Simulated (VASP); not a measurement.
# In2O3 (R-3c) in VASP: further runs, part 2 of 2

VASP 6.6.1. The steps go on from the part before.

### Step 4. Single point, LDA

INCAR

```
ADDGRID = False
ALGO = Normal
EDIFF = 1E-7
ENCUT = 450
ISIF = 2
ISMEAR = 0
LASPH = True
LCHARG = False
LREAL = False
LWAVE = False
NELM = 100
PREC = Accurate
SIGMA = 0.05
```

KPOINTS

```
k-points
0
Gamma
  5 5 5
```

POSCAR

```
In2O3
1.0
    2.7435000000      1.5839604635      4.8366666667
   -2.7435000000      1.5839604635      4.8366666667
    0.0000000000     -3.1679209270      4.8366666667
In O
4 6
Direct
    0.8573100000      0.8573100000      0.8573100000
    0.6426900000      0.6426900000      0.6426900000
    0.1426900000      0.1426900000      0.1426900000
    0.3573100000      0.3573100000      0.3573100000
    0.0480000000      0.7500000000      0.4520000000
    0.7500000000      0.4520000000      0.0480000000
    0.4520000000      0.0480000000      0.7500000000
    0.9520000000      0.2500000000      0.5480000000
    0.2500000000      0.5480000000      0.9520000000
    0.5480000000      0.9520000000      0.2500000000
```

Potentials or basis: VASP PAW LDA potentials, release 64 (In_d, O).

Started as:

```sh
$ cat potpaw_LDA.64/In_d/POTCAR potpaw_LDA.64/O/POTCAR > POTCAR
$ mpirun -np 1 vasp_std > vasp.out
```

OUTCAR:

```text
EDIFF = 1E-7
   ENCUT = 450
   ISIF = 2
   ISMEAR = 0
   LASPH = True
   LREAL = False
   NELM = 100
   PREC = Accurate

 Found     19 irreducible k-points:

 Following reciprocal coordinates:
            Coordinates               Weight
  0.000000  0.000000  0.000000      1.000000
  0.200000 -0.000000 -0.000000      6.000000
  0.400000  0.000000 -0.000000      6.000000
  0.200000  0.200000 -0.000000      6.000000
  0.400000  0.200000 -0.000000     12.000000
 -0.400000  0.200000  0.000000     12.000000
   k-points           NKPTS =     19   k-points in BZ     NKDIM =     19   number of bands    NBANDS=     52
   number of dos      NEDOS =    301   number of ions     NIONS =     10
   total plane-waves  NPLWV =  64000
   dimension x,y,z NGX =    40 NGY =   40 NGZ =   40
   dimension x,y,z NGXF=    80 NGYF=   80 NGZF=   80
   ions per type =               4   6
   NGX,Y,Z   is equivalent  to a cutoff of  11.50, 11.50, 11.50 a.u.
   NGXF,Y,Z  is equivalent  to a cutoff of  23.00, 23.00, 23.00 a.u.
 SYSTEM =  unknown system
   PREC   = accura    normal or accurate (medium, high low for compatibility)
   ISTART =      0    job   : 0-new  1-cont  2-samecut
   ICHARG =      2    charge: 1-file 2-atom 10-const
   ISPIN  =      1    spin polarized calculation?
   LNONCOLLINEAR =      F non collinear calculations
   LSORBIT =      F    spin-orbit coupling
   LASPH  =      T    aspherical Exc in radial PAW
   ENCUT  =  450.0 eV  33.07 Ry    5.75 a.u.  10.00 10.00 10.00*2*pi/ulx,y,z
   NELM   =    100;   NELMIN=  2; NELMDL= -5     # of ELM steps
   EDIFF  = 0.1E-06   stopping-criterion for ELM
   LREAL  =      F    real-space projection
   EDIFFG = 0.1E-05   stopping-criterion for IOM
   NSW    =      0    number of steps for IOM
   IBRION =     -1    ionic relax: 0-MD 1-quasi-New 2-CG
   NFREE  =      0    steps in history (QN), initial steepest desc. (CG)
   ISIF   =      2    stress and relaxation
   ISYM   =      2    0-nonsym 1-usesym 2-fastsym
   POTIM  = 0.5000    time-step for ionic-motion
   TEBEG  =    0.0;   TEEND  =   0.0 temperature during run
   PSTRESS=    0.0 pullay stress
   NELECT =      88.0000    total number of electrons
   NUPDOWN=      -1.0000    fix difference up-down
   EMIN   =  10.00;   EMAX   =-10.00  energy-range for DOS
   EFERMI =   0.00;   METHOD = LEGACY
   ISMEAR =     0;   SIGMA  =   0.05  broadening in eV -4-tet -1-fermi 0-gaus
   EFERMI_NEDOS =   21; number of points for ismear=-14 and -15
   IALGO  =     38    algorithm
   IMIX   =      4    mixing-type and parameters
     AMIX     =   0.40;   BMIX     =  1.00
     AMIX_MAG =   1.60;   BMIX_MAG =  1.00
  volume/ion in A,a.u.               =      12.61        85.10
  Fermi-wavevector in a.u.,A,eV,Ry     =   1.452068  2.744010 28.687886  2.108500
  Thomas-Fermi vector in A             =   2.569492
   LORBIT       =      0    0 simple, 1 ext, 2 COOP (PROOUT), +10 PAW based schemes
   GGA     = CA    functional components
   LHFCALC =     F    Hartree Fock is set to
   AEXX    =    0.0000 exact exchange contribution
   IVDW    =     0    specifies the selected vdW correction
   LEPSILON=     F    determine dielectric tensor
   LRPA    =     F    only Hartree local field effects (RPA)
 non-spin polarized calculation
 Gauss-broadening in eV      SIGMA  =   0.05
  energy-cutoff  :      450.00
  volume of cell :      126.11
 maximum number of plane-waves:      2761
   NGX = 19   NGY = 19   NGZ = 19

 number of electron      87.9999962 magnetization

 Free energy of the ion-electron system (eV)
  ---------------------------------------------------
  ext. energy  EPLUGINS =         0.00000000
  ---------------------------------------------------
  free energy    TOTEN  =       -63.67154093 eV

  energy without entropy =      -63.67154093  energy(sigma->0) =      -63.67154093

 E-fermi :   5.5425     XC(G=0): -11.7569

 val. band max:        5.3018033704   @ k =  -0.2000   0.2000   0.0000
 cond. band min:       6.5038951947   @ k =   0.0000   0.0000   0.0000
 fundamental gap:      1.2020918243
 Fermi energy:         5.5424936495

 k-point     1 :       0.0000    0.0000    0.0000
  band No.  band energies     occupation
      1     -12.1163      2.00000
      2     -11.1962      2.00000
      3     -11.1962      2.00000
      4     -10.9520      2.00000
      5     -10.9520      2.00000
      6     -10.8461      2.00000
[... 44 lines left out ...]
     51      14.3430      0.00000
     52      14.6100      0.00000

 k-point     2 :       0.2000   -0.0000   -0.0000
  band No.  band energies     occupation
      1     -12.0000      2.00000
      2     -11.1808      2.00000
      3     -11.1722      2.00000
      4     -11.0505      2.00000
      5     -10.9784      2.00000
      6     -10.8944      2.00000
[... 44 lines left out ...]
     51      14.6600      0.00000
     52      14.8742      0.00000

 k-point     3 :       0.4000    0.0000   -0.0000
  band No.  band energies     occupation
      1     -11.6982      2.00000
      2     -11.3352      2.00000
      3     -11.1268      2.00000
      4     -11.1038      2.00000
      5     -11.0448      2.00000
      6     -10.9947      2.00000
[... 44 lines left out ...]
     51      14.3175      0.00000
     52      14.7820      0.00000

 k-point     4 :       0.2000    0.2000   -0.0000
  band No.  band energies     occupation
      1     -11.9726      2.00000
      2     -11.2271      2.00000
      3     -11.1345      2.00000
      4     -11.0717      2.00000
      5     -10.9373      2.00000
      6     -10.9293      2.00000
[... 44 lines left out ...]
     51      14.2272      0.00000
     52      15.1477      0.00000

 k-point     5 :       0.4000    0.2000   -0.0000
  band No.  band energies     occupation
      1     -11.7613      2.00000
      2     -11.2961      2.00000
      3     -11.1543      2.00000
      4     -11.0836      2.00000
      5     -11.0558      2.00000
      6     -10.9215      2.00000
[... 44 lines left out ...]
     51      14.1350      0.00000
     52      15.2383      0.00000

 k-point     6 :      -0.4000    0.2000    0.0000
  band No.  band energies     occupation
      1     -11.5398      2.00000
      2     -11.4686      2.00000
      3     -11.1834      2.00000
      4     -11.0874      2.00000
      5     -11.0216      2.00000
      6     -10.9767      2.00000
[... 44 lines left out ...]
     51      14.2920      0.00000
     52      14.6907      0.00000

 [... further k-points ...]

------------------------ aborting loop because EDIFF is reached ----------------------------------------

  FORCE on cell =-STRESS in cart. coord.  units (eV):
  Direction    XX          YY          ZZ          XY          YZ          ZX
  --------------------------------------------------------------------------------------
  -------------------------------------------------------------------------------------
  Total       -2.6075874     -2.6075874     -3.0376263      0.0000000      0.0000000      0.0000000
  in kB      -33.1285749    -33.1285749    -38.5920832      0.0000000      0.0000000      0.0000000
  external PRESSURE =     -34.9497443 kB  Pullay stress =       0.0000000 kB

 VOLUME and BASIS-vectors are now :
 -----------------------------------------------------------------------------
  energy-cutoff  :      450.00
  volume of cell :      126.11
      direct lattice vectors                 reciprocal lattice vectors
     2.743500000  1.583960463  4.836666667     0.182248952  0.105221482  0.068917988
    -2.743500000  1.583960463  4.836666667    -0.182248952  0.105221482  0.068917988
     0.000000000 -3.167920927  4.836666667     0.000000000 -0.210442963  0.068917988

 POSITION                                       TOTAL-FORCE (eV/Angst)
 -----------------------------------------------------------------------------------
      0.00000      0.00000     12.43957        -0.000000     -0.000000     -0.102161
      0.00000      0.00000      9.32543        -0.000000     -0.000000      0.102161
      0.00000      0.00000      2.07043        -0.000000     -0.000000      0.102161
      0.00000      0.00000      5.18457        -0.000000     -0.000000     -0.102161
     -1.92594     -0.16790      6.04583        -0.087847     -0.152155     -0.000000
      0.81756      1.75186      6.04583        -0.087847      0.152155     -0.000000
      1.10837     -1.58396      6.04583         0.175693     -0.000000     -0.000000
      1.92594      0.16790      8.46417         0.087847      0.152155     -0.000000
     -0.81756     -1.75186      8.46417         0.087847     -0.152155     -0.000000
     -1.10837      1.58396      8.46417        -0.175693     -0.000000     -0.000000
 -----------------------------------------------------------------------------------
    total drift:                               -0.000000     -0.000000      0.000000

  FREE ENERGIE OF THE ION-ELECTRON SYSTEM (eV)
  ---------------------------------------------------
  free  energy   TOTEN  =       -63.6715409313 eV

  energy  without entropy=      -63.6715409313  energy(sigma->0) =      -63.67154093
```

Wall time 1.7 min (1 thread of Intel Xeon Platinum 8559C (Emerald Rapids), shared host); peak memory 0.23 GiB.

These settings aren't checked as converged: the numbers below hold their error.

What came out:

```
Free energy            : -63.6715 eV
Largest force          : 0.176 eV/Å
Band gap on the k mesh : 1.20 eV, indirect (least direct gap 1.25 eV)
```

Caveat: the cutoff is under 1.25 times the usual one of these potentials, so pressure, stress and relaxed cells hold a basis-set (Pulay) error; spin-orbit coupling is left out, which moves the levels of the heavy elements; an odd mesh through Γ misses points on the zone boundary, where band edges often lie.

### Step 5. For comparison

An earlier run on the cell as given: functional PBE; potentials or basis VASP PAW PBE potentials, release 64 (In_d, O); cutoff 520 eV; k mesh 6 × 6 × 6; occupations fermi-dirac, width 0.05 eV; no spin polarisation.

- Pressure: 9.0 GPa
- Largest force: 0.139 eV/Å
- Band gap on the k mesh: 1.30 eV, indirect (least direct gap 1.34 eV)
